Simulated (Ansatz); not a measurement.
**CdF2 from a semilocal functional to hybrids**

```cif
data_structure
_symmetry_space_group_name_H-M 'Fm-3m'
_symmetry_Int_Tables_number 225
_cell_length_a 5.3880
_cell_length_b 5.3880
_cell_length_c 5.3880
_cell_angle_alpha 90.000
_cell_angle_beta 90.000
_cell_angle_gamma 90.000
_cell_volume 156.42
loop_
_atom_site_label
_atom_site_type_symbol
_atom_site_symmetry_multiplicity
_atom_site_Wyckoff_symbol
_atom_site_fract_x
_atom_site_fract_y
_atom_site_fract_z
_atom_site_occupancy
Cd1 Cd 4 a 0.00000 0.00000 0.00000 1
F1 F 8 c 0.25000 0.75000 0.75000 1
```

All runs: Ansatz, plane waves and PAW, scalar-relativistic (no spin–orbit coupling), 4×4×4 k-mesh, Gaussian smearing of 0.05 eV, no spin polarisation. Semilocal reference PBE: gap 3.10 eV, pressure 5.5 GPa. The hybrids carry no U.

Task: Order these functionals by the gap that they give, smallest first.
A. PBE0-type hybrid with an exact-exchange fraction of 0.15
B. HSE06-type hybrid with a screening parameter of 0.1 Å⁻¹
C. PBE0-type hybrid with an exact-exchange fraction taken as 1/ε∞
D. HSE06-type hybrid with an exact-exchange fraction of 0.1
E. HSE06-type hybrid with an exact-exchange fraction of 0.15 and a screening parameter of 0.1 Å⁻¹
F. HISS
G. wPBEh

Result: D (3.92 eV), E (4.57 eV), A (4.79 eV), G (5.13 eV), B (5.58 eV), F (6.38 eV), C (7.17 eV).

Task: What are the full results?

Result: 
```json
{"functional": "HSE06-type hybrid with an exact-exchange fraction of 0.1", "gap": "3.92 eV", "pressure (GPa)": "3.9", "cutoff (eV)": "420", "core-seconds": "12"}
{"functional": "HSE06-type hybrid with an exact-exchange fraction of 0.15 and a screening parameter of 0.1 Å⁻¹", "gap": "4.57 eV", "pressure (GPa)": "3.1", "cutoff (eV)": "420", "core-seconds": "12"}
{"functional": "PBE0-type hybrid with an exact-exchange fraction of 0.15", "gap": "4.79 eV", "pressure (GPa)": "3.0", "cutoff (eV)": "420", "core-seconds": "11"}
{"functional": "wPBEh", "gap": "5.13 eV", "pressure (GPa)": "1.2", "cutoff (eV)": "420", "core-seconds": "13"}
{"functional": "HSE06-type hybrid with a screening parameter of 0.1 Å⁻¹", "gap": "5.58 eV", "pressure (GPa)": "1.7", "cutoff (eV)": "420", "core-seconds": "12"}
{"functional": "HISS", "gap": "6.38 eV", "pressure (GPa)": "-0.1", "cutoff (eV)": "420", "core-seconds": "16"}
{"functional": "PBE0-type hybrid with an exact-exchange fraction taken as 1/ε∞", "gap": "7.17 eV", "pressure (GPa)": "0.1", "cutoff (eV)": "420", "core-seconds": "33"}
```

In the PBE0 form the gap grows almost linearly with the exact-exchange fraction, by 1.16 eV for each tenth. The dielectric-dependent PBE0 form takes the fraction 0.351 = 1/ε∞, that is ε∞ = 2.8. On shared hosts the hybrid runs at the reference's cutoff took roughly 11 to 32 times the core time of the semilocal one on the same mesh, with some more bands.

Caveats: core times come from shared hosts and scatter; gaps are read on a coarse mesh; stress loosely converged.
